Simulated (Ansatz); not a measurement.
Crystal: PbO2.

```
CELL_PARAMETERS angstrom
4.99496 0.00000 0.00000
0.00000 4.99496 0.00000
0.00000 0.00000 3.40900
ATOMIC_POSITIONS crystal
Pb 0.50000 0.50000 0.50000
Pb 0.00000 0.00000 0.00000
O 0.69257 0.69257 0.00000
O 0.80743 0.19257 0.50000
O 0.19257 0.80743 0.50000
O 0.30743 0.30743 0.00000
```

The cell is a database's computed one.

Base run:

| Property | Result |
| --- | --- |
| Program | Ansatz 0.2.0 |
| Functional | PBEsol |
| Potentials or basis | Ansatz PAW |
| Cutoff | 420 eV |
| Density cutoff | 1680 eV |
| k mesh | 6 × 6 × 8 |
| Occupations | fermi-dirac, width 0.05 eV |
| Spin | no spin polarisation |

Its results: pressure 0.2 GPa; largest force 0.016 eV/Å.

The run is repeated on the same cell with these changes: spin from no spin polarisation to spin-orbit coupling, no magnetisation; potential files from those of the base run to others of the same set. What comes out?

Pressure -0.2 GPa; largest force 0.032 eV/Å.

Caveats: the PAW data sets come from PBE, with cores solved anew for the run's functional, which leaves a small shift of forces and pressure.

Not every run made on this cell is shown here.
